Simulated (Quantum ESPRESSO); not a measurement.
The system is PbS.

```
Pb S
1.0
     3.65366    0.00000    0.00000
     0.00000    3.65366    0.00000
     0.00000    0.00000    3.65366
Pb S
1 1
Direct
  0.00000 0.00000 0.00000
  0.50000 0.50000 0.50000
```

Measurements of this composition are mostly on another form, of space group No. 225.

* Program: Quantum ESPRESSO 7.5
* Task: single point
* Functional: PBE
* Potentials or basis: SSSP 1.3 efficiency PBE
* Cutoff: 748 eV
* Density cutoff: 5987 eV
* k mesh: 7 × 7 × 7
* Occupations: fermi-dirac, width 0.05 eV
* Spin: no spin polarisation

On this cell: pressure 0.0 GPa; largest force zero by symmetry.

The same run follows on a disturbed copy (atoms moved at random, drawn with an rms of 0.05 Å):

```
CELL_PARAMETERS angstrom
3.65366 0.00000 0.00000
0.00000 3.65366 0.00000
0.00000 0.00000 3.65366
ATOMIC_POSITIONS crystal
Pb 0.99557 0.00879 0.99615
S 0.50194 0.49134 0.49616
```

Task: What does the disturbed cell give?

Result: The energy moves by -1.4 meV/atom; pressure 0.0 GPa; largest force 0.076 eV/Å.

Forces in eV/Å, atoms in the order of the input:
```
Pb  -0.026  0.072  0.000
S    0.026 -0.072  0.000
```

The energy falls, though the first cell shows no forces: that form is unstable against this distortion, unless noise or another electronic state is at work.
